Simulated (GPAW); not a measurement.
Crystal: CuO.

```
Cu O
1.0
     3.17550    0.00000    0.00000
     0.00000    3.17550    0.00000
     0.00000    0.00000    4.64953
Cu O
2 2
Direct
  0.00000 0.00000 0.00000
  0.50000 0.50000 0.00000
  0.50000 0.00000 0.26700
  0.00000 0.50000 0.73300
```

The cell was built by a generator and needn't be a form met in nature.

Base run:

```yaml
Program: GPAW 26.7.0
Functional: r2SCAN
Potentials_or_basis: GPAW PAW data sets (gpaw-data 1.2.1)
Cutoff: 800 eV
Basis: pw
k_mesh: 7 × 7 × 5
Occupations: fermi-dirac, width 0.05 eV
Spin: no spin polarisation
Hubbard_terms: Cu d U = 1 eV
```

Its results: band gap on the k mesh none (metal or under the smearing width); pressure 11.9 GPa; largest force 1.212 eV/Å.

Task: The run is repeated on the same cell with these changes: hubbard terms from Cu d U = 1 eV to none. What comes out?

Result: Band gap on the k mesh none (metal or under the smearing width); pressure 12.4 GPa; largest force 1.196 eV/Å.

Caveats: with this Cu data set, volumes or pressures lay over 1.5 % or 2 GPa off other programs in two to four cells of ten; the PAW data sets were made with another functional, which shifts forces and pressure a little; the run has no spin polarisation, though such a crystal can be magnetic; U without spin polarisation on a metal has little footing (some runs); semilocal functionals often make such compounds metallic where correlation or magnetic order opens a gap, which also shifts bond lengths (some runs).

Not every run made on this cell is shown here.
